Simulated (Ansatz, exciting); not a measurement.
## One calculation of NaCl, 3 ways

```
Cl Na
1.0
     0.00000    2.79406    2.79406
     2.79406    0.00000    2.79406
     2.79406    2.79406    0.00000
Cl Na
1 1
Direct
  0.50000 0.50000 0.50000
  0.00000 0.00000 0.00000
```

The cell is a database's computed one, not the measured one.

Alike in all runs: task band structure; functional RPBE; k mesh 8 × 8 × 8; occupations fermi-dirac, width 0.05 eV; no spin polarisation; no spin-orbit coupling. Pressure is positive in compression and, in plane waves, holds the error of the finite cutoff, which Ansatz's Pulay term estimates and takes out. Gaps are the smaller of the mesh's and the band path's.

| program and potentials | plane-wave cutoff (eV) | notes | band gap (eV) | pressure (GPa) |
| --- | --- | --- | --- | --- |
| Ansatz, Ansatz PAW | 420 | potentials made for PBE, which Ansatz adapts in part | 5.54 | 3.55 |
| Ansatz, all-electron LAPW, scalar-relativistic | - | - | ? | ? |
| exciting, all-electron LAPW+lo, shipped species files, valence relativity iora* | - | - | 5.59 | - |

Estimate from the other rows what the run with Ansatz, all-electron LAPW, scalar-relativistic gave.

Band gap 5.54 eV; pressure 3.57 GPa. The other rows, which needn't bracket it: band gap 5.54 to 5.59; pressure 3.55.
